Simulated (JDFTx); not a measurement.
Runs of JDFTx 1.7.0 (patched build) on AlNi. The structure is cubic, space group Pm-3m (No. 221). The conventional cell has a = 2.881 Å, b = 2.881 Å, c = 2.881 Å, α = 90.00°, β = 90.00°, γ = 90.00°. Ni (site symmetry m-3m) has 8 Al at 2.50 Å as nearest neighbours. Al (site symmetry m-3m) has 8 Ni at 2.50 Å as nearest neighbours. 

```csv
level,gap on the mesh (eV),pressure (GPa),moment (μB),relaxed volume (Å³/atom)
revPBE,none,0.0,0.00,12.18
AM05,none,0.0,0.00,(b)
RPBE,none,0.0,0.00,12.23
PBEsol,none,0.0,0.00,11.69
LDA,none,0.0,0.00,(a)
```

Alike in all rows: task relaxation of cell and atoms; potentials or basis PseudoDojo-SR-PBE-0.5-standard with smoothed tails; spin collinear, ferromagnetic start; cell relaxed; k mesh 4 × 4 × 4; cutoff (eV) 1333; smearing fermi-dirac 0.05 eV; the mesh is coarse, so values aren't converged.

Task: Estimate the missing entries.

Result: (a) 11.44; (b) 11.63.

Caveats: all runs use coarse meshes; the potentials were made for another functional, which shifts forces and pressure.

A gap of «none» marks a metal or a gap under the smearing width.

Runs at the PBE level aren't shown here.
